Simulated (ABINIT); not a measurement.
Ni:

```
CELL_PARAMETERS angstrom
2.44802 0.00000 0.00000
-1.22401 2.12005 0.00000
0.00000 0.00000 4.07281
ATOMIC_POSITIONS crystal
Ni 0.66667 0.33333 0.75000
Ni 0.33333 0.66667 0.25000
```

This isn't the form of Ni at room conditions, which is fcc.

Base run:

- Program: ABINIT 10.8.3 (patched build)
- Functional: LDA
- Potentials or basis: PseudoDojo NC SR LDA v0.4.1 standard
- Cutoff: 1252 eV
- k mesh: 20 × 20 × 12, shifted
- Occupations: methfessel-paxton, width 0.136 eV
- Spin: collinear spin, ferromagnetic start
- Starting moments: [1.0, 1.0] μB

Its results: pressure -12.0 GPa; net moment 1.24 μB per cell; site moments Ni +0.65 μB.

Task: The run is repeated on the same cell with these changes: k mesh from 20 × 20 × 12, shifted to 9 × 9 × 5; occupations from methfessel-paxton, width 0.136 eV to fermi-dirac, width 0.05 eV. What comes out?

Result: Pressure -12.2 GPa; net moment 1.08 μB per cell; site moments Ni +0.57 μB.
